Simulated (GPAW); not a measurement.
# Al (P6/mmm) in GPAW: single point with PBE

Aim: the single point of Al with PBE.

Program: GPAW 26.7.0. These are calculated values, not measurements. Logs are shortened: lines on timing, memory, paths and dates and some standing lists are left out, and cuts for length are marked. The log counts tension as positive stress, the text compression.

## 1. The structure

The structure is hexagonal, space group P6/mmm (No. 191). The conventional cell has a = 4.547 Å, b = 4.547 Å, c = 2.754 Å, α = 90.00°, β = 90.00°, γ = 120.00°. Around Al (site symmetry -6m2) lie 5 Al at 2.63 to 2.75 Å.

The cell was built by a generator and needn't be a form met in nature.

## 2. Single point, PBE

Contents of run.py:

```python
from ase.io import read
from gpaw import PW
from gpaw.dft import DFT

atoms = read('Al.cif')

dft = DFT(atoms,
          mode=PW(600),
          xc='PBE',
          kpts={'size': (7, 7, 10), 'gamma': True},
          occupations={'name': 'fermi-dirac', 'width': 0.05},
          nbands=10,
          convergence={'density': 1e-05, 'energy': 1e-05},
          maxiter=150,
          txt='gpaw.txt')
print(f'Energy: {dft.calculate_energy():.6f} eV')
print('Forces (eV/A):')
print(dft.calculate_forces().round(4))
print('Stress (eV/A^3):', dft.calculate_stress().round(6))
dft.write_gpw_file('gs.gpw')
```

Contents of Al.cif:

```cif
data_Al
_cell_length_a 4.54672965
_cell_length_b 4.54672965
_cell_length_c 2.75393000
_cell_angle_alpha 90.00000000
_cell_angle_beta 90.00000000
_cell_angle_gamma 120.00000000
_space_group_name_H-M_alt 'P1'
_space_group_name_Hall 'P 1'
_space_group_IT_number 1
loop_
_space_group_symop_operation_xyz
'x,y,z'
loop_
_atom_site_label
_atom_site_type_symbol
_atom_site_symmetry_multiplicity
_atom_site_Wyckoff_symbol
_atom_site_fract_x
_atom_site_fract_y
_atom_site_fract_z
_atom_site_occupancy
Al1 Al 1 a 0.3333300000 0.6666700000 0.5000000000 1
Al2 Al 1 a 0.6666633333 0.3333366667 0.5000000000 1
```

Potentials or basis: GPAW PAW data sets (gpaw-data 1.2.1), pw.

Run with:

```bash
$ OMP_NUM_THREADS=1 python run.py
```

gpaw.txt:

```text
Diagonalizing LCAO Hamiltonian
Converting LCAO to pw mode

        Al  Al

Atoms  # Å, Bohr magnetons
|   | symbol |         x |        y |        z |    initial magnetic moments |
|---|--------|-----------|----------|----------|-----------------------------|
| 0 |     Al | -0.000023 | 2.625069 | 1.376965 | ( 0.0000,  0.0000,  0.0000) |
| 1 |     Al |  2.273342 | 1.312541 | 1.376965 | ( 0.0000,  0.0000,  0.0000) |

Unit cell  # Å
| periodic |         x |        y |        z |  lengths |     angles |
|----------|-----------|----------|----------|----------|------------|
|      yes |  4.546730 | 0.000000 | 0.000000 | 4.546730 |  90.000000 |
|      yes | -2.273365 | 3.937583 | 0.000000 | 4.546730 |  90.000000 |
|      yes |  0.000000 | 0.000000 | 2.753930 | 2.753930 | 120.000000 |

Number of symmetries: 4
Symmetry operations  # r_c * U_cc + t_c -> r_c
|   | kind |            matrix            |
|---|------|------------------------------|
| 0 |  E   |  1, 0, 0,  0, 1, 0,  0, 0, 1 |
| 1 |  σ   |  1, 0, 0,  0, 1, 0,  0, 0,-1 |
| 2 |  σ   |  0,-1, 0, -1, 0, 0,  0, 0, 1 |
| 3 |  C2  |  0,-1, 0, -1, 0, 0,  0, 0,-1 |

BZ-sampling:
  Number of BZ points: 490
  Number of IBZ points: 96

  Monkhorst-Pack size: [7, 7, 10]
  Monkhorst-Pack shift: [0.0, 0.0, 0.05]

K-points  # in reciprocal-cell coordinates
|     |                                coordinates |     weight |
|-----|--------------------------------------------|------------|
|   0 | (  0.00000000,   0.00000000,   0.00000000) | 0.00204082 |
|   1 | (  0.00000000,   0.00000000,   0.10000000) | 0.00408163 |
|   2 | (  0.00000000,   0.00000000,   0.20000000) | 0.00408163 |
|   3 | (  0.00000000,   0.00000000,   0.30000000) | 0.00408163 |
|   4 | (  0.00000000,   0.00000000,   0.40000000) | 0.00408163 |
|   5 | (  0.00000000,   0.00000000,   0.50000000) | 0.00204082 |
|   6 | (  0.14285714,  -0.14285714,   0.00000000) | 0.00408163 |
|   7 | (  0.14285714,  -0.14285714,   0.10000000) | 0.00816327 |
|   8 | (  0.14285714,  -0.14285714,   0.20000000) | 0.00816327 |
|   9 | (  0.14285714,  -0.14285714,   0.30000000) | 0.00816327 |
| ... |                                            |            |
|  95 | (  0.42857143,   0.42857143,   0.50000000) | 0.00408163 |

Plane wave coefficients: 1661
Cutoff: 600.0 eV

Spin-components: 1 (collinear spins)
Bands:           10
Projectors:      10
Spin-degeneracy: 2
Datatype:        complex128

Parallelization:
  kpt:    1
  domain: 1
  band:   1

Density:
  Valence electrons: 6.0
  Components: 1
  Grid points: [27 27 16]
  Charge: 0.0  # |e|

Potential:
  Grid points: [27 27 16]

species:
  Al:
    name:    Aluminium
    Z:       13.0
    valence: 3
    core:    10
    charge:  0.0  # [|e|]
    compensation charges:
      type: gauss
      rc: 0.34  # [Å]
      lmax: 2
    cutoffs:
      filter: 1.91  # [Å]
      core: 2.36  # [Å]
    projectors
    | kind |    occ | energy [eV] | rcut [Å] |
    |------|--------|-------------|----------|
    |   3s |  2.000 |      -7.753 |    1.085 |
    |   3p |  1.000 |      -2.712 |    1.085 |
    |    s |        |      19.459 |    1.085 |
    |    p |        |      24.499 |    1.085 |
    |    d |        |       0.000 |    1.085 |

    Using partial waves for Al as LCAO basis

Reference energy: -13206.846530  # eV

eigensolver:
  PPCG
  Converge bands: occupied
  niter=2

density mixing:
  MSR1-Mixer
  Pratt-step length: 0.05
  Maximum mixing coefficient: 0.75
  Old densities: 10
  SVD Regularization: 0.005
  Good broyden scale: 1.0
  Trust region scale: 1.0
  Backstep threshold: 4.0
  History deletion threshold: 6.0
  Fourier metric: weight=20.0, sigma=0.015

occupation numbers:
  Fermi-Dirac:
    width: 0.0500  # eV

poisson solver:
  ecut: 4800.0  # eV

xc functional:
  name: PBE with 2 nearest neighbor stencil

convergence criteria:
- Maximum integral of absolute [dens]ity change: 1e-05 electrons / valence electron
- Maximum [total energy] change in last 3 cyles: 1e-05 eV / valence electron
- Maximum integral of absolute [eigenst]ate change: 4e-08 eV^2 / valence electron
maximum number of iterations: 150

SCF iterations
|iter     | |      energy | eigst |  dens |
|---------|-|-------------|-------|-------|
|iter:   1| |   -6.480152 | -0.34 |       |
|iter:   2| |   -6.485429 | -2.41 | -0.92 |
|iter:   3| |   -6.498456 | -2.92 | -0.94 |
|iter:   4| |   -6.497916 | -3.58 | -1.48 |
|iter:   5| |   -6.498083 | -5.42 | -2.37 |
|iter:   6| |   -6.498097 | -6.78 | -3.07 |
|iter:   7| |   -6.498098c| -7.21 | -3.50 |
|iter:   8| |   -6.498098c| -7.91c| -4.54 |
|iter:   9| |   -6.498098c| -8.52c| -4.88 |
|iter:  10| |   -6.498098c| -9.08c| -5.37c|
SCF steps: 10
Energy contributions relative to reference atoms: (reference = -13206.846530)

Energy contributions:
  Kinetic:           8.093571
  Coulomb:          -5.845424
  Zero:             -0.004500
  External:          0.000000
  Xc:               -8.739140
  Entropy:          -0.005209
  Spinorbit:         0.000000
  ----------------------------
  Free energy:      -6.500702
  Extrapolated:     -6.498098

Forces  # eV/Ang
|        x |        y |       z |
|----------|----------|---------|
|  0.00000 | -0.00000 | 0.00000 |  # Al   0
| -0.00000 |  0.00000 | 0.00000 |  # Al   1

Stress tensor  # eV/Ang^3
|         x |         y |        z |
|-----------|-----------|----------|
| -0.001514 | -0.000000 | 0.000000 |
| -0.000000 | -0.001514 | 0.000000 |
|  0.000000 |  0.000000 | 0.003134 |

Writing to gs.gpw (mode='')

  __  _  _
 | _ |_)|_||  |
 |__||  | ||/\| - 26.7.0

Input parameters:
  mode=PW(ecut=600.0),
  convergence={'density': 1e-05, 'energy': 1e-05},
  kpts=MonkhorstPack(size=(7, 7, 10), gamma=True),
  maxiter=150,
  nbands=10,
  occupations=Occupations(name='fermi-dirac', width=0.05),
  xc=XC(name='PBE')
# Writing to gs.gpw (mode='')
```

Wall time 23 s (1 thread of Arm Neoverse V1, shared host); peak memory 0.18 GiB.

What came out:

* Free energy: -6.5007 eV
* Pressure: 0.0 GPa
* Band gap on the k mesh: none (metal or under the smearing width)

Levels at points of the mesh, in eV from the Fermi level:
```
           k point  band 1  band 2  band 3  band 4  band 5  band 6
(0.00, 0.00, 0.00)   -8.76   -0.84   -0.84   -0.53    2.23    2.23
(0.00, 0.00, 0.50)   -4.45   -3.52    2.38    2.38    2.71    5.40
```
